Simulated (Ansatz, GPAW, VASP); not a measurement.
# Na: programs and potentials compared

```
Na
1.0
    -2.14100    2.14100    2.14100
     2.14100   -2.14100    2.14100
     2.14100    2.14100   -2.14100
Na
1
Direct
  0.00000 0.00000 0.00000
```

Alike in all runs: task single point; functional LDA; k mesh 9 × 9 × 9; occupations gaussian, width 0.05 eV; no spin polarisation; no spin-orbit coupling. LDA stands for any of its common fits. Pressure is positive in compression and, in plane waves, holds the error of the finite cutoff, which Ansatz's Pulay term estimates and takes out.

| program and potentials | plane-wave cutoff (eV) | notes | pressure (GPa) |
| --- | --- | --- | --- |
| Ansatz, Ansatz PAW | 420 | potentials made for PBE, which Ansatz adapts in part; 9 valence electrons an atom on average | -1.12 |
| VASP, LDA PAW files Na_sv_GW, 550 eV | 550 | 9 valence electrons an atom on average | -1.56 |
| GPAW, the program's PAW data sets (release 1.2.1) made for this functional | 800 | 7 valence electrons an atom on average | -1.12 |

The pressure spans -1.56 (VASP, LDA PAW files Na_sv_GW, 550 eV) to -1.12 GPa (GPAW, the program's PAW data sets (release 1.2.1) made for this functional).

The functional is the same throughout but for its coding, so the spread measures potentials, basis and numerics; runs on potential files found faulty are left out.
